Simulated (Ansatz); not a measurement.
Input and command of a plane-wave DFT calculation in Ansatz:

```yaml
crystal:
  lattice:
    - [3.159740063, 0.0, 0.0]
    - [-1.5798700315, 2.736415164, 0.0]
    - [0.0, 0.0, 32.2905332489]
  atoms:
    - { symbol: S, position: [0.3333333333, 0.6666666667, 0.451202317] }
    - { symbol: W, position: [0.6666666667, 0.3333333333, 0.5000058821] }
    - { symbol: S, position: [0.3333333333, 0.6666666667, 0.5488105816] }
  periodic: [true, true, false]
basis:
  ecutwfc: 420
kpoints:
  mp_grid: { grid: [12, 12, 1] }
  band_path:
    path:
      - [0, 0, 0]
      - [0.5, 0, 0]
      - [0.3333333333333, 0.3333333333333, 0]
      - [0, 0, 0]
    npoints: 8
hamiltonian:
  xc: pbe
  dispersion: d3bj
scf:
  occupations: { method: gaussian, width: 0.02 }
output:
  forces: true
  stress: true
  eigenvalues: true
  write_density: true
  write_potential: true
  elf: true
  volumetric_format: npy
efield:
  axis: 3
  amplitude: -0.2
```

```bash
ansatz run input.yaml --threads 1 --pin off --max-ram 2560MiB --backend cpu --events-out ev --progress --plain --runs-dir out
```

Processor: AMD EPYC 7R43 64-Core Processor (Zen 3), 1 thread, on a host shared with other jobs.

Question: How long does it run, and how much memory does it take?

Answer: About 14 s on 1 thread of AMD EPYC 7R43 64-Core Processor (Zen 3), on a shared host, peak memory 0.48 GiB. It solves 17 bands at 19 k points (the mesh reduced by the symmetry that the task leaves, which can be less than the crystal's) with about 5411 plane waves, in 10 SCF iterations.
